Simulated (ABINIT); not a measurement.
Ge:

```
CELL_PARAMETERS angstrom
-2.57449 2.57449 1.39741
2.57449 -2.57449 1.39741
2.57449 2.57449 -1.39741
ATOMIC_POSITIONS crystal
Ge 0.50000 0.50000 0.00000
Ge 0.25000 0.75000 0.50000
```

This isn't the form of Ge at room conditions, which is diamond.

Base run:

| Quantity | Value |
| --- | --- |
| Program | ABINIT 10.8.3 (patched build) |
| Functional | PBEsol |
| Potentials or basis | PseudoDojo NC SR PBEsol v0.4.1 standard |
| Cutoff | 952 eV |
| k mesh | 12 × 12 × 12 |
| Occupations | fermi-dirac, width 0.05 eV |
| Spin | no spin polarisation |

Its results: band gap on the k mesh none (metal or under the smearing width); pressure -3.1 GPa.

Q: The run is repeated on the same cell with these changes: functional from PBEsol to WC; cutoff from 952 eV to 1061 eV; k mesh from 12 × 12 × 12 to 8 × 8 × 8. What comes out?

A: Band gap on the k mesh none (metal or under the smearing width); pressure -0.2 GPa.

Several settings changed at once, so the effect can't be laid on one alone.

Caveats: the potentials were made for another functional, which shifts forces and pressure (some runs).

Not every run made on this cell is shown here.
